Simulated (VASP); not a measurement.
# GaSb (F-43m) in VASP: settings compared, part 2 of 3

VASP 6.6.1.

**3. Relaxation of cell and atoms, PBE+D3(BJ)**

This run uses another cell than the first one, of 28.82 Å³/atom, 1.007 times its volume.

File INCAR:

```
SYSTEM = GaSb
PREC = Accurate ; ENCUT = 600
EDIFF = 1E-7 ; ISMEAR = 0
SIGMA = 0.03 ; LREAL = .FALSE.
LASPH = .TRUE. ; NELM = 80
ALGO = Normal ; ISIF = 3
LWAVE = .FALSE. ; LCHARG = .FALSE.
GGA = PE ; IVDW = 12
IBRION = 2 ; NSW = 90
EDIFFG = -0.005
```

File KPOINTS:

```
regular mesh
0
G
  10 10 10
  0 0 0
```

File POSCAR:

```
GaSb                                    
1.0
   -0.0000000000      3.0660612028      3.0660612028
    3.0660612028      0.0000000000      3.0660612028
    3.0660612028      3.0660612028     -0.0000000000
  Ga              Sb            
     1     1
Direct
     0.0000000000000000    0.0000000000000000    0.0000000000000000
     0.2500000000000000    0.2500000000000000    0.2500000000000000
```

Potentials or basis: VASP PAW PBE potentials, release 64 (Ga_d, Sb).

On the command line:

```
$ cat potpaw_PBE.64/Ga_d/POTCAR potpaw_PBE.64/Sb/POTCAR > POTCAR
$ mpirun -np 1 vasp_std > vasp.out
```

OUTCAR:

```text
SYSTEM = GaSb
   PREC = Accurate
   ENCUT = 600
   EDIFF = 1E-7
   ISMEAR = 0
   LREAL = .FALSE.
   LASPH = .TRUE.
   NELM = 80
   ISIF = 3
   GGA = PE
   IVDW = 12
   IBRION = 2
   NSW = 90
   EDIFFG = -0.005
 IVDW          = 12

 ion  position               nearest neighbor table
   1  0.000  0.000  0.000-   2 2.66   2 2.66   2 2.66   2 2.66
   2  0.250  0.250  0.250-   1 2.66   1 2.66   1 2.66   1 2.66

  LATTYP: Found a face centered cubic cell.
 ALAT       =     6.1321224056

  Lattice vectors:

 A1 = (   0.0000000000,   3.0660612028,   3.0660612028)
 A2 = (   3.0660612028,   0.0000000000,   3.0660612028)
 A3 = (   3.0660612028,   3.0660612028,   0.0000000000)

Analysis of symmetry for initial positions (statically):
=====================================================================
 Subroutine PRICEL returns:
 Original cell was already a primitive cell.

 Routine SETGRP: Setting up the symmetry group for a
 face centered cubic supercell.

 Subroutine GETGRP returns: Found 24 space group operations
 (whereof 24 operations were pure point group operations)
 out of a pool of 48 trial point group operations.

The static configuration has the point symmetry T_d .

Analysis of symmetry for dynamics (positions and initial velocities):
=====================================================================
 Subroutine PRICEL returns:
 Original cell was already a primitive cell.

 Routine SETGRP: Setting up the symmetry group for a
 face centered cubic supercell.

 Subroutine GETGRP returns: Found 24 space group operations
 (whereof 24 operations were pure point group operations)
 out of a pool of 48 trial point group operations.

The dynamic configuration has the point symmetry T_d .

 Subroutine INISYM returns: Found 24 space group operations
 (whereof 24 operations are pure point group operations),
 and found     1 'primitive' translations

----------------------------------------------------------------------------------------

                                     Primitive cell

  volume of cell :      57.6464

  direct lattice vectors                    reciprocal lattice vectors
     0.000000000  3.066061203  3.066061203    -0.163075675  0.163075675  0.163075675
     3.066061203  0.000000000  3.066061203     0.163075675 -0.163075675  0.163075675
     3.066061203  3.066061203  0.000000000     0.163075675  0.163075675 -0.163075675

  length of vectors
     4.336065336  4.336065336  4.336065336     0.282455354  0.282455354  0.282455354

  position of ions in fractional coordinates (direct lattice)
     0.000000000  0.000000000  0.000000000
     0.250000000  0.250000000  0.250000000

  ion indices of the primitive-cell ions
   primitive index   ion index
                 1           1
                 2           2

----------------------------------------------------------------------------------------

 KPOINTS: regular mesh

Automatic generation of k-mesh.
[... 28 lines left out ...]
  0.500000  0.000000  0.000000      4.000000
[... 16 lines left out ...]
  0.300000  0.300000  0.000000      6.000000
  0.400000  0.300000  0.000000     24.000000
 [... further k-points ...]
   k-points           NKPTS =     47   k-points in BZ     NKDIM =     47   number of bands    NBANDS=     13
   number of dos      NEDOS =    301   number of ions     NIONS =      2
   total plane-waves  NPLWV =  46656
   dimension x,y,z NGX =    36 NGY =   36 NGZ =   36
   dimension x,y,z NGXF=    72 NGYF=   72 NGZF=   72
   ions per type =               1   1
   NGX,Y,Z   is equivalent  to a cutoff of  13.80, 13.80, 13.80 a.u.
   NGXF,Y,Z  is equivalent  to a cutoff of  27.60, 27.60, 27.60 a.u.
 SYSTEM =  GaSb
   PREC   = accura    normal or accurate (medium, high low for compatibility)
   ISTART =      0    job   : 0-new  1-cont  2-samecut
   ICHARG =      2    charge: 1-file 2-atom 10-const
   ISPIN  =      1    spin polarized calculation?
   LNONCOLLINEAR =      F non collinear calculations
   LSORBIT =      F    spin-orbit coupling
   LASPH  =      T    aspherical Exc in radial PAW
   ENCUT  =  600.0 eV  44.10 Ry    6.64 a.u.   8.66  8.66  8.66*2*pi/ulx,y,z
   NELM   =     80;   NELMIN=  2; NELMDL= -5     # of ELM steps
   EDIFF  = 0.1E-06   stopping-criterion for ELM
   LREAL  =      F    real-space projection
   EDIFFG = -.5E-02   stopping-criterion for IOM
   NSW    =     90    number of steps for IOM
   IBRION =      2    ionic relax: 0-MD 1-quasi-New 2-CG
   NFREE  =      1    steps in history (QN), initial steepest desc. (CG)
   ISIF   =      3    stress and relaxation
   ISYM   =      2    0-nonsym 1-usesym 2-fastsym
   POTIM  = 0.5000    time-step for ionic-motion
   TEBEG  =    0.0;   TEEND  =   0.0 temperature during run
   PSTRESS=    0.0 pullay stress
   NELECT =      18.0000    total number of electrons
   NUPDOWN=      -1.0000    fix difference up-down
   EMIN   =  10.00;   EMAX   =-10.00  energy-range for DOS
   EFERMI =   0.00;   METHOD = LEGACY
   ISMEAR =     0;   SIGMA  =   0.03  broadening in eV -4-tet -1-fermi 0-gaus
   EFERMI_NEDOS =   21; number of points for ismear=-14 and -15
   IALGO  =     38    algorithm
   IMIX   =      4    mixing-type and parameters
     AMIX     =   0.40;   BMIX     =  1.00
     AMIX_MAG =   1.60;   BMIX_MAG =  1.00
  volume/ion in A,a.u.               =      28.82       194.51
  Fermi-wavevector in a.u.,A,eV,Ry     =   1.110644  2.098813 16.783194  1.233530
  Thomas-Fermi vector in A             =   2.247198
   LORBIT       =      0    0 simple, 1 ext, 2 COOP (PROOUT), +10 PAW based schemes
   GGA     = PE    functional components
   LHFCALC =     F    Hartree Fock is set to
   AEXX    =    0.0000 exact exchange contribution
   IVDW    =    12    specifies the selected vdW correction
   LEPSILON=     F    determine dielectric tensor
   LRPA    =     F    only Hartree local field effects (RPA)
 conjugate gradient relaxation of ions
 non-spin polarized calculation
 Gauss-broadening in eV      SIGMA  =   0.03
  energy-cutoff  :      600.00
  volume of cell :       57.65
 maximum number of plane-waves:      1948
   NGX = 17   NGY = 17   NGZ = 17

 number of electron      18.0000003 magnetization

 Free energy of the ion-electron system (eV)
  ---------------------------------------------------
  ext. energy  EPLUGINS =         0.00000000
  ---------------------------------------------------
  free energy    TOTEN  =        -7.35656786 eV

  energy without entropy =       -7.35651541  energy(sigma->0) =       -7.35654164

 E-fermi :   4.8106     XC(G=0):  -9.0591

 val. band max:        4.7989436667   @ k =   0.0000   0.0000   0.0000
 cond. band min:       5.1883657716   @ k =   0.5000   0.0000   0.0000
 fundamental gap:      0.3894221049
 Fermi energy:         4.8106055963

 k-point     1 :       0.0000    0.0000    0.0000
  band No.  band energies     occupation
      1     -10.2211      2.00000
      2     -10.2211      2.00000
      3     -10.2211      2.00000
      4     -10.1725      2.00000
      5     -10.1725      2.00000
      6      -6.6294      2.00000
      7       4.7863      1.74743
      8       4.7989      1.41755
      9       4.7989      1.41751
     10       4.7989      1.41751
     11       7.5774      0.00000
     12       7.5775      0.00000
     13       7.5775      0.00000
[... 354 lines left out ...]
  band No.  band energies     occupation
      1     -10.2560      2.00000
      2     -10.2031      2.00000
      3     -10.2026      2.00000
      4     -10.1806      2.00000
      5     -10.1695      2.00000
      6      -5.0369      2.00000
      7      -0.7707      2.00000
      8       2.3290      2.00000
      9       2.6384      2.00000
     10       6.0462      0.00000
     11       7.0964      0.00000
     12      10.9631      0.00000
     13      11.4706      0.00000

 [... further k-points ...]

------------------------ aborting loop because EDIFF is reached ----------------------------------------

 Edisp (eV)   -0.65994

 E8    (eV) :    -0.3095

  FORCE on cell =-STRESS in cart. coord.  units (eV):
  Direction    XX          YY          ZZ          XY          YZ          ZX
  --------------------------------------------------------------------------------------
  -------------------------------------------------------------------------------------
  Total       0.00049     0.00049     0.00049    -0.00000     0.00000    -0.00000
  in kB       0.01356     0.01356     0.01356    -0.00000     0.00000    -0.00000
  external pressure =        0.01 kB  Pullay stress =        0.00 kB

 VOLUME and BASIS-vectors are now :
 -----------------------------------------------------------------------------
  energy-cutoff  :      600.00
  volume of cell :       57.65
      direct lattice vectors                 reciprocal lattice vectors
     0.000000000  3.066061203  3.066061203    -0.163075675  0.163075675  0.163075675
     3.066061203  0.000000000  3.066061203     0.163075675 -0.163075675  0.163075675
     3.066061203  3.066061203  0.000000000     0.163075675  0.163075675 -0.163075675

 POSITION                                       TOTAL-FORCE (eV/Angst)
 -----------------------------------------------------------------------------------
      0.00000      0.00000      0.00000        -0.000000     -0.000000     -0.000000
      1.53303      1.53303      1.53303         0.000000      0.000000      0.000000
 -----------------------------------------------------------------------------------
    total drift:                                0.000001      0.000001      0.000001

  FREE ENERGIE OF THE ION-ELECTRON SYSTEM (eV)
  ---------------------------------------------------
  free  energy   TOTEN  =        -8.0165034084 eV

  energy  without entropy=       -8.0164509571  energy(sigma->0) =       -8.01647718

 reached required accuracy - stopping structural energy minimisation
```

Wall time 21 s (1 thread of Intel Xeon 6975P-C (Granite Rapids), shared host); peak memory 0.24 GiB.

What came out:

- Free energy: -8.0165 eV
- Pressure after relaxing: 0.0 GPa
- Band gap on the k mesh: none (metal or under the smearing width)
- Dispersion energy per atom: -0.330 eV

Final structure:
```cif
data_structure
_symmetry_space_group_name_H-M 'P 1'
_symmetry_Int_Tables_number 1
_cell_length_a 4.3361
_cell_length_b 4.3361
_cell_length_c 4.3361
_cell_angle_alpha 60.000
_cell_angle_beta 60.000
_cell_angle_gamma 60.000
_cell_volume 57.65
loop_
_atom_site_label
_atom_site_type_symbol
_atom_site_fract_x
_atom_site_fract_y
_atom_site_fract_z
_atom_site_occupancy
Ga1 Ga 0.00000 0.00000 0.00000 1
Sb1 Sb 0.25000 0.25000 0.25000 1
```

Levels at points of the mesh, in eV from the Fermi level:
| k point | band 6 | band 7 | band 8 | band 9 | band 10 | band 11 | band 12 | band 13 |
| --- | --- | --- | --- | --- | --- | --- | --- | --- |
| (0.00, 0.00, 0.00) | -11.44 | -0.02 | -0.01 | -0.01 | -0.01 | 2.77 | 2.77 | 2.77 |
| (0.50, 0.00, 0.00) | -9.83 | -6.34 | -1.15 | -1.15 | 0.38 | 3.74 | 3.74 | 6.46 |
| (0.50, 0.50, 0.00) | -9.01 | -6.79 | -2.56 | -2.56 | 0.90 | 1.25 | 8.63 | 8.63 |

Caveat: the relaxation stopped at its first step, so nothing moved; pairwise dispersion overbinds metals, which lowers pressure and volume; this crystal is a semiconductor, whose small gap the functional closes, so the metal is an error of the method.

**4. Relaxation of cell and atoms, PBE**

File INCAR:

```
ALGO     = Normal         # electronic algorithm
EDIFF    = 1E-6           # SCF threshold, eV
EDIFFG   = -0.01          # ionic threshold
ENCUT    = 300            # plane-wave cutoff, eV
GGA      = PE             # functional
IBRION   = 2              # ionic algorithm
ISIF     = 3              # what is computed and relaxed
ISMEAR   = 0              # smearing method
LASPH    = True           # aspherical terms in the spheres
LCHARG   = False          # write CHGCAR
LREAL    = False          # projectors in reciprocal space
LWAVE    = False          # write WAVECAR
NELM     = 80             # most SCF steps
NSW      = 90             # ionic steps
PREC     = Accurate       # precision mode
SIGMA    = 0.03           # smearing width, eV
```

File KPOINTS:

```
k-points
0
Gamma
  5 5 5
```

File POSCAR:

```
GaSb
1.0
    0.0000000000      3.0590000000      3.0590000000
    3.0590000000      0.0000000000      3.0590000000
    3.0590000000      3.0590000000      0.0000000000
Ga Sb
1 1
Direct
    0.0000000000      0.0000000000      0.0000000000
    0.2500000000      0.2500000000      0.2500000000
```

Potentials or basis: VASP PAW PBE potentials, release 64 (Ga, Sb).

On the command line:

```
$ cat potpaw_PBE.64/Ga/POTCAR potpaw_PBE.64/Sb/POTCAR > POTCAR
$ mpirun -np 1 vasp_std > vasp.out
```

Run time: 6.9 s. Hardware: 1 thread of Intel Xeon 6975P-C (Granite Rapids), shared host; peak memory 0.13 GiB.

The run converged. Its results:

```yaml
Free_energy: -7.3106 eV
Relaxed_volume: 30.30 Å³/atom
Relaxed_cell: a = 4.409 Å, b = 4.409 Å, c = 4.409 Å, α = 60.00°, β = 60.00°, γ = 60.00°
Space_group_after_relaxing_to_0.05_Å: F-43m (No. 216)
Energy_gained_by_relaxing: 13.8 meV/atom
Ionic_steps: 3
Pressure_after_relaxing: 0.0 GPa
Band_gap_on_the_k_mesh: none (metal or under the smearing width)
```

Step by step:
| step | energy change (eV) | largest force (eV/Å) | pressure (GPa) | volume (Å³) |
| --- | --- | --- | --- | --- |
| 1 | 0.0000 | 0.0000 | 2.61 | 57.25 |
| 2 | -0.0266 | 0.0000 | -0.46 | 61.20 |
| 3 | -0.0275 | 0.0000 | -0.03 | 60.61 |

Final structure:
```
Ga Sb
1.0
     0.00000    3.11768    3.11768
     3.11768    0.00000    3.11768
     3.11768    3.11768    0.00000
Ga Sb
1 1
Direct
  0.00000 0.00000 0.00000
  0.25000 0.25000 0.25000
```

Levels at points of the mesh, in eV from the Fermi level:
```
           k point  band 1  band 2  band 3  band 4  band 5  band 6  band 7  band 8
(0.00, 0.00, 0.00)  -11.09   -0.32   -0.01   -0.01   -0.01    2.79    2.79    2.79
```

Caveat: this crystal is a semiconductor, whose small gap the functional closes, so the metal is an error of the method.

**5. Relaxation of cell and atoms, PBE**

This run uses another cell than the first one, of 30.30 Å³/atom, 1.059 times its volume.

Changes to INCAR since step 4:

```diff
@@ -1,4 +1,4 @@
 ALGO     = Normal         # electronic algorithm
-EDIFF    = 1E-6           # SCF threshold, eV
-EDIFFG   = -0.01          # ionic threshold
+EDIFF    = 1E-7           # SCF threshold, eV
+EDIFFG   = -0.005         # ionic threshold
 ENCUT    = 300            # plane-wave cutoff, eV
```

KPOINTS is that of step 4.

File POSCAR:

```
GaSb                                    
1.0
   -0.0000000000      3.1176802803      3.1176802803
    3.1176802803      0.0000000000      3.1176802803
    3.1176802803      3.1176802803      0.0000000000
  Ga              Sb            
     1     1
Direct
     0.0000000000000000    0.0000000000000000    0.0000000000000000
     0.2500000000000000    0.2500000000000000    0.2500000000000000
```

Potentials or basis: VASP PAW PBE potentials, release 64 (Ga, Sb).

On the command line:

```
$ cat potpaw_PBE.64/Ga/POTCAR potpaw_PBE.64/Sb/POTCAR > POTCAR
$ mpirun -np 1 vasp_std > vasp.out
```

OUTCAR:

```text
EDIFF = 1E-7
   EDIFFG = -0.005
   ENCUT = 300
   GGA = PE
   IBRION = 2
   ISIF = 3
   ISMEAR = 0
   LASPH = True
   LREAL = False
   NELM = 80
   NSW = 90
   PREC = Accurate

 ion  position               nearest neighbor table
   1  0.000  0.000  0.000-   2 2.70   2 2.70   2 2.70   2 2.70
   2  0.250  0.250  0.250-   1 2.70   1 2.70   1 2.70   1 2.70

  LATTYP: Found a face centered cubic cell.
 ALAT       =     6.2353605606

  Lattice vectors:

 A1 = (   0.0000000000,   3.1176802803,   3.1176802803)
 A2 = (   3.1176802803,   0.0000000000,   3.1176802803)
 A3 = (   3.1176802803,   3.1176802803,   0.0000000000)

Analysis of symmetry for initial positions (statically):
=====================================================================
 Subroutine PRICEL returns:
 Original cell was already a primitive cell.

 Routine SETGRP: Setting up the symmetry group for a
 face centered cubic supercell.

 Subroutine GETGRP returns: Found 24 space group operations
 (whereof 24 operations were pure point group operations)
 out of a pool of 48 trial point group operations.

The static configuration has the point symmetry T_d .

[... 203 lines left out ...]
  band No.  band energies     occupation
      1      -7.6393      2.00000
      2       3.1358      2.00000
      3       3.4456      1.33334
      4       3.4456      1.33334
      5       3.4456      1.33333
      6       6.2457      0.00000
      7       6.2457      0.00000
      8       6.2457      0.00000
[... 89 lines left out ...]
 k-point    10 :      -0.4000    0.4000    0.2000
  band No.  band energies     occupation
      1      -5.7003      2.00000
      2      -2.6786      2.00000
      3       0.3127      2.00000
      4       1.1041      2.00000
      5       6.3778      0.00000
      6       6.9386      0.00000
      7       7.6931      0.00000
      8      10.0409      0.00000

------------------------ aborting loop because EDIFF is reached ----------------------------------------

  FORCE on cell =-STRESS in cart. coord.  units (eV):
  Direction    XX          YY          ZZ          XY          YZ          ZX
  --------------------------------------------------------------------------------------
  -------------------------------------------------------------------------------------
  Total        0.0018744      0.0018744      0.0018744     -0.0000000     -0.0000000      0.0000000
  in kB        0.0495918      0.0495918      0.0495918     -0.0000000     -0.0000000      0.0000000
  external PRESSURE =       0.0495918 kB  Pullay stress =       0.0000000 kB

 VOLUME and BASIS-vectors are now :
 -----------------------------------------------------------------------------
  energy-cutoff  :      300.00
  volume of cell :       60.56
      direct lattice vectors                 reciprocal lattice vectors
    -0.000000000  3.116835442  3.116835442    -0.160419120  0.160419120  0.160419120
     3.116835442 -0.000000000  3.116835442     0.160419120 -0.160419120  0.160419120
     3.116835442  3.116835442  0.000000000     0.160419120  0.160419120 -0.160419120

 POSITION                                       TOTAL-FORCE (eV/Angst)
 -----------------------------------------------------------------------------------
      3.11684      6.23367      3.11684        -0.000000     -0.000000     -0.000000
      1.55842      1.55842      1.55842         0.000000      0.000000      0.000000
 -----------------------------------------------------------------------------------
    total drift:                                0.000000      0.000000      0.000000

  FREE ENERGIE OF THE ION-ELECTRON SYSTEM (eV)
  ---------------------------------------------------
  free  energy   TOTEN  =        -7.3107300786 eV

  energy  without entropy=       -7.3103598490  energy(sigma->0) =       -7.31054496

 reached required accuracy - stopping structural energy minimisation
```

Run time: 6.4 s. Hardware: 1 thread of Intel Xeon 6975P-C (Granite Rapids), shared host; peak memory 0.15 GiB.

Results:

```
Free energy                            : -7.3107 eV
Relaxed volume                         : 30.28 Å³/atom
Relaxed cell                           : a = 4.408 Å, b = 4.408 Å, c = 4.408 Å, α = 60.00°, β = 60.00°, γ = 60.00°
Space group after relaxing (to 0.05 Å) : F-43m (No. 216)
Energy gained by relaxing              : 0.0 meV/atom
Ionic steps                            : 2
Pressure after relaxing                : 0.0 GPa
Band gap on the k mesh                 : none (metal or under the smearing width)
```

Final structure:
```yaml
crystal:
  lattice:
    - [0.00000, 3.11684, 3.11684]
    - [3.11684, 0.00000, 3.11684]
    - [3.11684, 3.11684, 0.00000]
  atoms:
    - { symbol: Ga, position: [0.00000, 0.00000, 0.00000] }
    - { symbol: Sb, position: [0.25000, 0.25000, 0.25000] }
```

Levels at points of the mesh, in eV from the Fermi level:
```tsv
k point	band 2	band 3	band 4	band 5	band 6	band 7
(0.00, 0.00, 0.00)	-0.32	-0.01	-0.01	-0.01	2.79	2.79
```

Caveat: this crystal is a semiconductor, whose small gap the functional closes, so the metal is an error of the method. The run has no spin-orbit coupling, so splittings on Sb are missing.

[end of part 2 of 3]
